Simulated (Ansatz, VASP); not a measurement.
**Al in VASP and in Ansatz**

```
CELL_PARAMETERS angstrom
2.81246 0.00000 0.00000
-1.40623 2.43566 0.00000
0.00000 0.00000 4.86685
ATOMIC_POSITIONS crystal
Al 0.33333 0.66667 0.25000
Al 0.66667 0.33333 0.75000
```

This isn't the form of Al at room conditions, which is fcc.

Alike in both runs: task relaxation of cell and atoms; functional PBEsol; dispersion D3(BJ); k mesh 11 × 11 × 6; occupations fermi-dirac, width 0.05 eV; no spin polarisation.

```csv
,VASP,Ansatz
version,VASP 6.6.1,Ansatz 0.2.0
potentials or method,"VASP PAW PBE potentials, release 64 (Al)",Ansatz PAW
plane-wave cutoff (eV),600,420
valence electrons in the cell,6,6
```

```tsv
	VASP	Ansatz	Ansatz less VASP
gap on the k mesh at the Fermi level, each at its own relaxed structure (eV)	none	none	-
relaxed volume (Å³/atom)	15.69	15.69	-0.006
relaxed cell length with the largest relative difference (Å)	2.799	2.799	-0.0006
energy change over the relaxation (meV/atom)	-25	-25	-0.4
```

A gap of «none» marks a metal or a gap that the smearing closes.

Caveats: pairwise dispersion overbinds metals, which lowers pressure and volume; the PAW data sets were made with another functional, which shifts forces and pressure a little (VASP); the plane-wave basis is chosen anew once the cell has moved, so the energies of steps on either side of that aren't comparable (Ansatz); the PAW data sets come from PBE, with cores solved anew for the run's functional, which leaves a small shift of forces and pressure (Ansatz).
